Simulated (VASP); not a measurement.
# Al2Au (Cm) in VASP: further runs

One crystal, Al2Au, is run at these levels: PBEsol; tasks: single point.

All numbers are computed with VASP 6.6.1; they aren't measurements. Logs are shortened: lines on timing, memory, paths and dates and some standing lists are left out, and cuts for length are marked.

## Step 1: The crystal as given

It takes space group Cm (No. 8, monoclinic). Conventional cell: a = 7.348 Å, b = 4.243 Å, c = 4.243 Å, α = 90.00°, β = 125.26°, γ = 90.00°. Al (site symmetry m) has 4 Au at 2.60 Å and 2 Al at 2.96 Å as nearest neighbours. Around Al (site symmetry m) lie 4 Au at 2.55 to 2.65 Å. Around Au (site symmetry m) lie 8 Al at 2.55 to 2.65 Å.

## Step 2: Single point, PBEsol

INCAR reads:

```
SYSTEM = Al2Au
ALGO = Normal
EDIFF = 1E-6
ENCUT = 520
GGA = PS
ISIF = 2
ISMEAR = 1
LASPH = .True.
LCHARG = .True.
LELF = .True.
LREAL = .False.
LVHAR = .True.
LWAVE = .False.
NBANDS = 16
NELM = 100
PREC = Accurate
SIGMA = 0.1
```

KPOINTS reads:

```
k-points
0
Gamma
  5 5 5
  0 0 0
```

POSCAR reads:

```
Al2Au
1.0
    0.0000000000      3.0000000000      3.0000000000
    3.0000000000      0.0000000000      3.0000000000
    3.0000000000      3.0000000000      0.0000000000
Al Au
2 1
Direct
    0.2500000000      0.2500000000      0.2500000000
    0.7500000000      0.7650000000      0.7500000000
    0.0000000000      0.0000000000      0.0000000000
```

Potentials or basis: VASP PAW PBE potentials, release 64 (Al, Au).

Run with:

```
> cat potpaw_PBE.64/Al/POTCAR potpaw_PBE.64/Au/POTCAR > POTCAR
> mpirun -np 1 vasp_std > vasp.out
```

OUTCAR:

```text
SYSTEM = Al2Au
   EDIFF = 1E-6
   ENCUT = 520
   GGA = PS
   ISIF = 2
   ISMEAR = 1
   LASPH = .True.
   LREAL = .False.
   NELM = 100
   PREC = Accurate

 ion  position               nearest neighbor table
   1  0.250  0.250  0.250-   3 2.60   3 2.60   3 2.60   3 2.60   2 2.96   2 2.96   2 3.00   2 3.00
                             2 3.05   2 3.05
   2  0.750  0.765  0.750-   3 2.55   3 2.60   3 2.60   3 2.65   1 2.96   1 2.96   1 3.00   1 3.00
                             1 3.05   1 3.05
   3  0.000  0.000  0.000-   2 2.55   1 2.60   1 2.60   1 2.60   1 2.60   2 2.60   2 2.60   2 2.65

  LATTYP: Found a face centered cubic cell.
 ALAT       =     6.0000000000

  Lattice vectors:

 A1 = (   0.0000000000,   3.0000000000,   3.0000000000)
 A2 = (   3.0000000000,   0.0000000000,   3.0000000000)
 A3 = (   3.0000000000,   3.0000000000,   0.0000000000)

Analysis of symmetry for initial positions (statically):
=====================================================================
 Subroutine PRICEL returns:
 Original cell was already a primitive cell.

 Routine SETGRP: Setting up the symmetry group for a
 face centered cubic supercell.

 Subroutine GETGRP returns: Found  2 space group operations
 (whereof  2 operations were pure point group operations)
 out of a pool of 48 trial point group operations.

The static configuration has the point symmetry C_1h.

Analysis of symmetry for dynamics (positions and initial velocities):
=====================================================================
 Subroutine PRICEL returns:
 Original cell was already a primitive cell.

 Routine SETGRP: Setting up the symmetry group for a
 face centered cubic supercell.

 Subroutine GETGRP returns: Found  2 space group operations
 (whereof  2 operations were pure point group operations)
 out of a pool of 48 trial point group operations.

The dynamic configuration has the point symmetry C_1h.

 Subroutine INISYM returns: Found  2 space group operations
 (whereof  2 operations are pure point group operations),
 and found     1 'primitive' translations

----------------------------------------------------------------------------------------

                                     Primitive cell

  volume of cell :      54.0000

  direct lattice vectors                    reciprocal lattice vectors
     0.000000000  3.000000000  3.000000000    -0.166666667  0.166666667  0.166666667
     3.000000000  0.000000000  3.000000000     0.166666667 -0.166666667  0.166666667
     3.000000000  3.000000000  0.000000000     0.166666667  0.166666667 -0.166666667

  length of vectors
     4.242640687  4.242640687  4.242640687     0.288675135  0.288675135  0.288675135

  position of ions in fractional coordinates (direct lattice)
     0.250000000  0.250000000  0.250000000
     0.750000000  0.765000000  0.750000000
     0.000000000  0.000000000  0.000000000

  ion indices of the primitive-cell ions
   primitive index   ion index
                 1           1
                 2           2
                 3           3

----------------------------------------------------------------------------------------

 KPOINTS: k-points

Automatic generation of k-mesh.
 Grid dimensions read from file:
 generate k-points for:    5    5    5

 Generating k-lattice:

  Cartesian coordinates                     Fractional coordinates (reciprocal lattice)
    -0.033333333  0.033333333  0.033333333     0.200000000  0.000000000  0.000000000
     0.033333333 -0.033333333  0.033333333     0.000000000  0.200000000  0.000000000
     0.033333333  0.033333333 -0.033333333     0.000000000  0.000000000  0.200000000

  Length of vectors
     0.057735027  0.057735027  0.057735027

  Shift w.r.t. Gamma in fractional coordinates (k-lattice)
     0.000000000  0.000000000  0.000000000

 Subroutine IBZKPT returns following result:
 ===========================================

 Found     39 irreducible k-points:

 Following reciprocal coordinates:
            Coordinates               Weight
  0.000000  0.000000  0.000000      1.000000
  0.200000  0.000000  0.000000      4.000000
  0.000000  0.200000  0.000000      2.000000
  0.200000  0.200000  0.200000      2.000000
  0.400000  0.000000  0.000000      4.000000
  0.000000  0.400000  0.000000      2.000000
[... 16 lines left out ...]
 -0.200000  0.400000 -0.200000      2.000000
 -0.200000  0.200000  0.000000      4.000000
 [... further k-points ...]
   k-points           NKPTS =     39   k-points in BZ     NKDIM =     39   number of bands    NBANDS=     16
   number of dos      NEDOS =    301   number of ions     NIONS =      3
   total plane-waves  NPLWV =  32768
   dimension x,y,z NGX =    32 NGY =   32 NGZ =   32
   dimension x,y,z NGXF=    64 NGYF=   64 NGZF=   64
   ions per type =               2   1
   NGX,Y,Z   is equivalent  to a cutoff of  12.54, 12.54, 12.54 a.u.
   NGXF,Y,Z  is equivalent  to a cutoff of  25.08, 25.08, 25.08 a.u.
 SYSTEM =  Al2Au
   PREC   = accura    normal or accurate (medium, high low for compatibility)
   ISTART =      0    job   : 0-new  1-cont  2-samecut
   ICHARG =      2    charge: 1-file 2-atom 10-const
   ISPIN  =      1    spin polarized calculation?
   LNONCOLLINEAR =      F non collinear calculations
   LSORBIT =      F    spin-orbit coupling
   LASPH  =      T    aspherical Exc in radial PAW
   ENCUT  =  520.0 eV  38.22 Ry    6.18 a.u.   7.89  7.89  7.89*2*pi/ulx,y,z
   NELM   =    100;   NELMIN=  2; NELMDL= -5     # of ELM steps
   EDIFF  = 0.1E-05   stopping-criterion for ELM
   LREAL  =      F    real-space projection
   EDIFFG = 0.1E-04   stopping-criterion for IOM
   NSW    =      0    number of steps for IOM
   IBRION =     -1    ionic relax: 0-MD 1-quasi-New 2-CG
   NFREE  =      0    steps in history (QN), initial steepest desc. (CG)
   ISIF   =      2    stress and relaxation
   ISYM   =      2    0-nonsym 1-usesym 2-fastsym
   POTIM  = 0.5000    time-step for ionic-motion
   TEBEG  =    0.0;   TEEND  =   0.0 temperature during run
   PSTRESS=    0.0 pullay stress
   NELECT =      17.0000    total number of electrons
   NUPDOWN=      -1.0000    fix difference up-down
   EMIN   =  10.00;   EMAX   =-10.00  energy-range for DOS
   EFERMI =   0.00;   METHOD = LEGACY
   ISMEAR =     1;   SIGMA  =   0.10  broadening in eV -4-tet -1-fermi 0-gaus
   EFERMI_NEDOS =   21; number of points for ismear=-14 and -15
   IALGO  =     38    algorithm
   IMIX   =      4    mixing-type and parameters
     AMIX     =   0.40;   BMIX     =  1.00
     AMIX_MAG =   1.60;   BMIX_MAG =  1.00
  volume/ion in A,a.u.               =      18.00       121.47
  Fermi-wavevector in a.u.,A,eV,Ry     =   1.113679  2.104547 16.875035  1.240280
  Thomas-Fermi vector in A             =   2.250266
   LORBIT       =      0    0 simple, 1 ext, 2 COOP (PROOUT), +10 PAW based schemes
   GGA     = PS    functional components
   LHFCALC =     F    Hartree Fock is set to
   AEXX    =    0.0000 exact exchange contribution
   IVDW    =     0    specifies the selected vdW correction
   LEPSILON=     F    determine dielectric tensor
   LRPA    =     F    only Hartree local field effects (RPA)
 non-spin polarized calculation
 Methfessel and Paxton  Order N= 1 SIGMA  =   0.10
  energy-cutoff  :      520.00
  volume of cell :       54.00
 maximum number of plane-waves:      1470
   NGX = 15   NGY = 15   NGZ = 15

 number of electron      17.0000001 magnetization

 Free energy of the ion-electron system (eV)
  ---------------------------------------------------
  ext. energy  EPLUGINS =         0.00000000
  ---------------------------------------------------
  free energy    TOTEN  =       -13.49632892 eV

  energy without entropy =      -13.49522861  energy(sigma->0) =      -13.49596215

 E-fermi :   7.6946     XC(G=0): -10.6369

 val. band max:        7.6879852524   @ k =   0.2000   0.0000   0.2000
 cond. band min:       7.7124912288   @ k =   0.2000   0.2000   0.0000
 fundamental gap:      0.0245059764
 Fermi energy:         7.6946409245

 k-point     1 :       0.0000    0.0000    0.0000
  band No.  band energies     occupation
      1      -2.8741      2.00000
      2       1.0480      2.00000
      3       1.0797      2.00000
      4       1.1169      2.00000
      5       2.0427      2.00000
      6       2.0437      2.00000
[... 8 lines left out ...]
     15      13.4226      0.00000
     16      13.5212      0.00000

 k-point     2 :       0.2000    0.0000    0.0000
  band No.  band energies     occupation
      1      -2.3602      2.00000
      2       0.9376      2.00000
      3       1.1769      2.00000
      4       1.2145      2.00000
      5       2.0257      2.00000
      6       2.0366      2.00000
[... 8 lines left out ...]
     15      13.4769      0.00000
     16      13.6534      0.00000

 k-point     3 :       0.0000    0.2000    0.0000
  band No.  band energies     occupation
      1      -2.3700      2.00000
      2       0.9791      2.00000
      3       1.1592      2.00000
      4       1.1773      2.00000
      5       2.0352      2.00000
      6       2.0426      2.00000
[... 8 lines left out ...]
     15      13.5041      0.00000
     16      13.6289      0.00000

 k-point     4 :       0.2000    0.2000    0.2000
  band No.  band energies     occupation
      1      -2.3505      2.00000
      2       0.9021      2.00000
      3       1.2085      2.00000
      4       1.2334      2.00000
      5       2.0205      2.00000
      6       2.0255      2.00000
[... 8 lines left out ...]
     15      13.4244      0.00000
     16      13.6882      0.00000

 k-point     5 :       0.4000    0.0000    0.0000
  band No.  band energies     occupation
      1      -1.1322      2.00000
      2       0.9519      2.00000
      3       1.3128      2.00000
      4       1.3172      2.00000
      5       2.1072      2.00000
      6       2.1442      2.00000
[... 8 lines left out ...]
     15      15.8503      0.00000
     16      16.1247      0.00000

 k-point     6 :       0.0000    0.4000    0.0000
  band No.  band energies     occupation
      1      -1.1887      2.00000
      2       1.0252      2.00000
      3       1.2718      2.00000
      4       1.2757      2.00000
      5       2.1311      2.00000
      6       2.1528      2.00000
[... 8 lines left out ...]
     15      15.8069      0.00000
     16      16.1350      0.00000

 k-point     7 :       0.4000    0.4000    0.4000
  band No.  band energies     occupation
      1      -1.0741      2.00000
      2       0.8836      2.00000
      3       1.3549      2.00000
      4       1.3554      2.00000
      5       2.0983      2.00000
      6       2.1193      2.00000
[... 8 lines left out ...]
     15      15.8811      0.00000
     16      16.1088      0.00000

 k-point     8 :       0.2000    0.2000    0.0000
  band No.  band energies     occupation
      1      -2.1776      2.00000
      2       0.8230      2.00000
      3       1.2677      2.00000
      4       1.3171      2.00000
      5       1.8587      2.00000
      6       2.1450      2.00000
[... 8 lines left out ...]
     15      15.0434      0.00000
     16      15.0939      0.00000

 k-point     9 :       0.2000    0.0000    0.2000
  band No.  band energies     occupation
      1      -2.1772      2.00000
      2       0.8226      2.00000
      3       1.2902      2.00000
      4       1.2940      2.00000
      5       1.8585      2.00000
      6       2.1456      2.00000
[... 8 lines left out ...]
     15      15.0480      0.00000
     16      15.0655      0.00000
[... 172 lines left out ...]
 k-point    19 :       0.2000    0.0000   -0.4000
  band No.  band energies     occupation
      1      -0.4134      2.00000
      2       0.8446      2.00000
      3       1.4330      2.00000
      4       1.5213      2.00000
      5       2.0342      2.00000
      6       2.0897      2.00000
[... 8 lines left out ...]
     15      15.8157      0.00000
     16      16.1677      0.00000

 k-point    20 :       0.2000    0.2000   -0.4000
  band No.  band energies     occupation
      1      -0.3965      2.00000
      2       0.8330      2.00000
      3       1.4510      2.00000
      4       1.5184      2.00000
      5       2.0067      2.00000
      6       2.0983      2.00000
[... 8 lines left out ...]
     15      15.8021      0.00000
     16      16.2291      0.00000

 k-point    21 :      -0.4000    0.4000   -0.4000
  band No.  band energies     occupation
      1      -0.3519      2.00000
      2       0.8258      2.00000
      3       1.4422      2.00000
      4       1.5494      2.00000
      5       1.9925      2.00000
      6       2.0570      2.00000
[... 8 lines left out ...]
     15      15.7969      0.00000
     16      16.0943      0.00000

 k-point    22 :      -0.4000   -0.4000    0.4000
  band No.  band energies     occupation
      1      -0.3334      2.00000
      2       0.8151      2.00000
      3       1.4529      2.00000
      4       1.5547      2.00000
      5       1.9548      2.00000
      6       2.0711      2.00000
[... 8 lines left out ...]
     15      15.8143      0.00000
     16      16.1585      0.00000

 k-point    23 :      -0.2000    0.4000   -0.2000
  band No.  band energies     occupation
      1      -0.4727      2.00000
      2       0.8571      2.00000
      3       1.4433      2.00000
      4       1.4774      2.00000
      5       2.0905      2.00000
      6       2.1088      2.00000
[... 8 lines left out ...]
     15      15.7778      0.00000
     16      16.2651      0.00000

 k-point    24 :      -0.2000    0.2000    0.0000
  band No.  band energies     occupation
      1      -1.5700      2.00000
      2       0.7916      2.00000
      3       1.3011      2.00000
      4       1.3474      2.00000
      5       1.9268      2.00000
      6       2.1901      2.00000
[... 8 lines left out ...]
     15      14.9781      0.00000
     16      16.5637      0.00000

 [... further k-points ...]
[... 5 lines left out ...]
  --------------------------------------------------------------------------------------
  -------------------------------------------------------------------------------------
  Total       -0.0283470      0.0290536     -0.0283470      0.2927388      0.2927388      0.0542553
  in kB       -0.8410551      0.8620194     -0.8410551      8.6855468      8.6855470      1.6097521
  external PRESSURE =      -0.2733636 kB  Pullay stress =       0.0000000 kB

 VOLUME and BASIS-vectors are now :
 -----------------------------------------------------------------------------
  energy-cutoff  :      520.00
  volume of cell :       54.00
      direct lattice vectors                 reciprocal lattice vectors
     0.000000000  3.000000000  3.000000000    -0.166666667  0.166666667  0.166666667
     3.000000000  0.000000000  3.000000000     0.166666667 -0.166666667  0.166666667
     3.000000000  3.000000000  0.000000000     0.166666667  0.166666667 -0.166666667

 POSITION                                       TOTAL-FORCE (eV/Angst)
 -----------------------------------------------------------------------------------
      1.50000      1.50000      1.50000         0.083868     -0.004136      0.083868
      4.54500      4.50000      4.54500        -0.267229     -0.024197     -0.267229
      0.00000      0.00000      0.00000         0.183361      0.028332      0.183361
 -----------------------------------------------------------------------------------
    total drift:                                0.000013     -0.000015      0.000012

  FREE ENERGIE OF THE ION-ELECTRON SYSTEM (eV)
  ---------------------------------------------------
  free  energy   TOTEN  =       -13.4963289182 eV

  energy  without entropy=      -13.4952286138  energy(sigma->0) =      -13.49596215
```

It took 22 s on 1 thread of Intel Xeon Platinum 8259CL at 2.50GHz (Skylake/Cascade Lake), shared host; peak memory 0.19 GiB.

Results:

```
Free energy            : -13.4963 eV
Pressure               : 0.0 GPa
Largest force          : 0.379 eV/Å
Band gap on the k mesh : none (metal or under the smearing width)
```

Forces in eV/Å, atoms in the order of the input:
```
Al   0.084 -0.004  0.084
Al  -0.267 -0.024 -0.267
Au   0.183  0.028  0.183
```

Caveat: the k mesh is coarse (spacing up to 0.36 Å⁻¹), so the values aren't converged; the PAW data sets were made with another functional, which shifts forces and pressure a little. The run has no spin-orbit coupling, so splittings on Au are missing.

## Step 3: Single point, PBEsol

INCAR reads:

```
  PREC = Accurate
  ENCUT = 520
  EDIFF = 1E-6
  ISMEAR = 1
  SIGMA = 0.1
  LREAL = False
  LASPH = True
  NELM = 100
  ALGO = Normal
  ISIF = 2
  LWAVE = False
  LCHARG = True
  GGA = PS
  LELF = True
  LVHAR = True
  NBANDS = 16
```

KPOINTS reads:

```
Automatic mesh
0
Gamma
  5 5 5
```

POSCAR: that of step 2 with these lines changed.

```diff
@@ -9,3 +9,3 @@
     0.2500000000      0.2500000000      0.2500000000
-    0.7500000000      0.7650000000      0.7500000000
+    0.7500000000      0.7800000000      0.7500000000
     0.0000000000      0.0000000000      0.0000000000
```

Potentials or basis: VASP PAW PBE potentials, release 64 (Al, Au).

Run with:

```
> cat potpaw_PBE.64/Al/POTCAR potpaw_PBE.64/Au/POTCAR > POTCAR
> mpirun -np 1 vasp_std > vasp.out
```

Run time: 21 s. Hardware: 1 thread of Intel Xeon Platinum 8259CL at 2.50GHz (Skylake/Cascade Lake), shared host; peak memory 0.19 GiB.

The run converged. Its results:

- Free energy: -13.4588 eV
- Pressure: 0.3 GPa
- Largest force: 0.816 eV/Å
- Band gap on the k mesh: none (metal or under the smearing width)

Forces in eV/Å, atoms in the order of the input:
```
Al   0.191 -0.009  0.191
Al  -0.572 -0.108 -0.572
Au   0.381  0.117  0.381
```

Stress tensor (GPa, compression positive):
```
0.21 1.63 0.48
1.63 0.46 1.63
0.48 1.63 0.21
```

Levels at points of the mesh, in eV from the Fermi level:
| k point | band 6 | band 7 | band 8 | band 9 | band 10 | band 11 | band 12 | band 13 |
| --- | --- | --- | --- | --- | --- | --- | --- | --- |
| (0.00, 0.00, 0.00) | -5.56 | 2.35 | 2.81 | 3.01 | 3.13 | 3.99 | 4.02 | 4.06 |

Caveat: the k mesh is coarse (spacing up to 0.36 Å⁻¹), so the values aren't converged; the PAW data sets were made with another functional, which shifts forces and pressure a little. The run has no spin-orbit coupling, so splittings on Au are missing.
